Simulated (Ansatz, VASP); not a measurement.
## Hf in VASP and in Ansatz

```
CELL_PARAMETERS angstrom
3.17014 0.00000 0.00000
-1.58507 2.74542 0.00000
0.00000 0.00000 7.77326
ATOMIC_POSITIONS crystal
Hf 0.00000 0.00000 0.00000
Hf 0.33333 0.66667 0.33333
Hf 0.66667 0.33333 0.66667
```

Alike in both runs: functional PBE; k mesh 15 × 15 × 6; occupations gaussian, width 0.1 eV; no spin polarisation.

Ansatz relaxed the structure, and its values are those at the end. VASP's run is a single point on that final structure, the one shown.

|  | VASP | Ansatz |
| --- | --- | --- |
| version | VASP 6.6.1 | Ansatz 0.2.0 |
| potentials or method | VASP PAW PBE potentials, release 64 (Hf_pv) | scalar-relativistic, plane waves, PAW |
| plane-wave cutoff (eV) | 520 | 420 |
| valence electrons in the cell | 30 | 78 |

|  | VASP | Ansatz | Ansatz less VASP |
| --- | --- | --- | --- |
| gap on the k mesh at the Fermi level (eV) | none | none | - |
| pressure (GPa) | -0.4 | 0.0 | +0.44 |

A gap of «none» marks a metal or a gap that the smearing closes. The two sets of potentials don't hold the same shells in valence.

Spin-orbit coupling is left out, which matters for the levels of Hf.
